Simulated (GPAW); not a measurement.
MnSb:

```xyz
2
Lattice="0.0000 2.7950 2.7950 2.7950 0.0000 2.7950 2.7950 2.7950 0.0000" Properties=species:S:1:pos:R:3 pbc="T T T"
Sb    2.7950    2.7950    2.7950
Mn    0.0000    0.0000    0.0000
```

The cell comes from a database or a generator and needn't be the stable form of this composition.

Base run:

```yaml
Program: GPAW 26.7.0
Functional: LDA
Potentials_or_basis: the program's PAW data sets (release 1.2.1) made for this functional
Cutoff: 600 eV
Basis: pw
k_mesh: 8 × 8 × 8
Occupations: gaussian, width 0.02 eV
Spin: collinear spin, ferromagnetic start
Starting_moments: "[0.0, 4.0] μB"
```

Its results: band gap on the k mesh none (metal or under the smearing width); pressure -7.9 GPa; net moment 3.74 μB per cell; site moments Sb -0.07; Mn +3.54 μB.

Q: The run is repeated on the same cell with these changes: functional from LDA to PBEsol; potentials or basis from the program's PAW data sets (release 1.2.1) made for this functional to PAW data sets generated in the run's folder for this functional. What comes out?

A: Band gap on the k mesh none (metal or under the smearing width); pressure -4.3 GPa; net moment 3.86 μB per cell; site moments Sb -0.09; Mn +3.67 μB.

Caveats: a cell with one magnetic atom can't hold antiferromagnetic order, which such compounds often take.
